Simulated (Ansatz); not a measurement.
## PbS (Galena) under changes of volume

One of the cells (26.086 Å³/atom); the others are scaled copies at fixed shape and fractional positions:

```
Pb S
1.0
     0.00000    2.96575    2.96575
     2.96575    0.00000    2.96575
     2.96575    2.96575    0.00000
Pb S
1 1
Direct
  0.00000 0.00000 0.00000
  0.50000 0.50000 0.50000
```

```yaml
Program: Ansatz 0.2.0
Functional: PBE
Potentials_or_basis: Ansatz PAW
Cutoff: "420 eV (not typed: the program's choice for these potentials)"
k_mesh: 8 × 8 × 8
Occupations: fermi-dirac, width 0.05 eV
Spin: no spin polarisation
```

```csv
volume (Å³/atom),energy over the lowest point (meV/atom),pressure (GPa),gap on the mesh (eV)
24.521,48.99,6.6,0.11
25.042,30.19,5.0,0.20
25.564,16.32,3.5,0.28
26.086,?,?,?
26.607,1.64,1.0,0.43
27.129,0.00,0.0,0.49
27.651,1.67,-1.0,0.55
```

Task: What does the run at 26.086 Å³/atom give?

Result: Energy over the lowest point 6.96 meV/atom; pressure 2.2 GPa; gap on the mesh 0.36 eV.

Worked out: A Birch-Murnaghan fit of order 3 (a polynomial in V^(-2/3)) to the other rows has its minimum at 27.12 Å³/atom with B0 = V·E''(V) = 53 GPa and B' = 4.2. It gives 6.95 meV/atom at 26.086 Å³/atom, against the run's 6.96, and -dE/dV = 2.2 GPa, against 2.2. A parabola through the other rows of the gap, of slope 3.64 eV per unit of ln V (its deformation potential) there, gives 0.36 eV, against the run's 0.36.

Energies are extrapolated to zero smearing.

Caveats: spin-orbit coupling is left out, which as a rule narrows the gap of such compounds by several tenths of an eV.

A mesh can miss the band edges.
